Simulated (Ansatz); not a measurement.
# Si3N4: a ladder of calculations

Cell of run 1: a COD entry (perhaps calculated rather than measured).

```
Si N
1.0
     7.60200    0.00000    0.00000
    -3.80100    6.58353    0.00000
     0.00000    0.00000    2.90600
Si N
6 8
Direct
  0.76847 0.17453 0.25000
  0.59394 0.76847 0.75000
  0.82547 0.59394 0.25000
  0.23153 0.82547 0.75000
  0.40606 0.23153 0.25000
  0.17453 0.40606 0.75000
  0.03054 0.33023 0.24590
  0.70031 0.03054 0.74590
  0.66977 0.70031 0.24590
  0.96946 0.66977 0.74590
  0.29969 0.96946 0.24590
  0.33023 0.29969 0.74590
  0.66667 0.33333 0.25020
  0.33333 0.66667 0.75020
```

Atoms are numbered from 1 in the order listed; like atoms form one site, named after its first atom.

Relaxed positions (PBE, cell held):

```
CELL_PARAMETERS angstrom
7.60200 0.00000 0.00000
-3.80100 6.58353 0.00000
0.00000 0.00000 2.90600
ATOMIC_POSITIONS crystal
Si 0.76754 0.17371 0.24830
Si 0.59383 0.76754 0.74830
Si 0.82629 0.59383 0.24830
Si 0.23246 0.82629 0.74830
Si 0.40617 0.23246 0.24830
Si 0.17371 0.40617 0.74830
N 0.02958 0.32970 0.24829
N 0.69989 0.02958 0.74829
N 0.67030 0.69989 0.24829
N 0.97042 0.67030 0.74829
N 0.30011 0.97042 0.24829
N 0.32970 0.30011 0.74829
N 0.66667 0.33333 0.24814
N 0.33333 0.66667 0.74814
```

All runs are DFT with Ansatz 0.2.0 (plane waves and PAW, scalar-relativistic unless spin–orbit coupling is named, Γ-centred meshes, Fermi–Dirac smearing where given) in this cell.

Run 1: PBE, gradients read without the response of the cores, atoms as given; 420 eV, 4×4×10 k-points, smearing 0.02 eV.
Run 2: PBE, gradients read without the response of the cores, atoms relaxed; 420 eV, 4×4×10 k-points, smearing 0.02 eV.
Run 3: r2SCAN, gradients read without the response of the cores, at the relaxed atoms; 500 eV, 4×4×10 k-points, smearing 0.02 eV.
Run 4: HSE06, gradients read without the response of the cores, at the relaxed atoms; 420 eV, 3×3×5 k-points, smearing 0.02 eV.

Task: What does each run give, and what moves the gradients most?

Result: 

| run | Si V_zz (η) | N7 V_zz (η) | N13 V_zz (η) |
| --- | --- | --- | --- |
| 1 | 0.97 (0.39) | -5.13 (0.07) | -5.10 (0.00) |
| 2 | 0.91 (0.27) | -5.13 (0.07) | -5.07 (0.00) |
| 3 | 0.91 (0.24) | -5.15 (0.08) | -5.17 (0.00) |
| 4 | 0.95 (0.18) | -5.20 (0.07) | -5.17 (0.00) |

V_zz in 10²¹ V/m². Against run 1, the gradient tensors on these sites move by at most 0.36 in run 2 (Si), 0.37 in run 3 (Si), 0.39 in run 4 (Si). Taken one at a time, the positions of the atoms (as given or relaxed) move the tensors on these sites by up to 0.36 (largest principal value of the change, on Si), the functional (between the two that differ most) by 0.10 (N13).

In run 1 the atoms aren't at the calculated equilibrium (largest force 0.30 eV/Å). The cell isn't the equilibrium one in runs 1, 2 (calculated pressure 6, 6 GPa), and the entry's cell may itself be off.
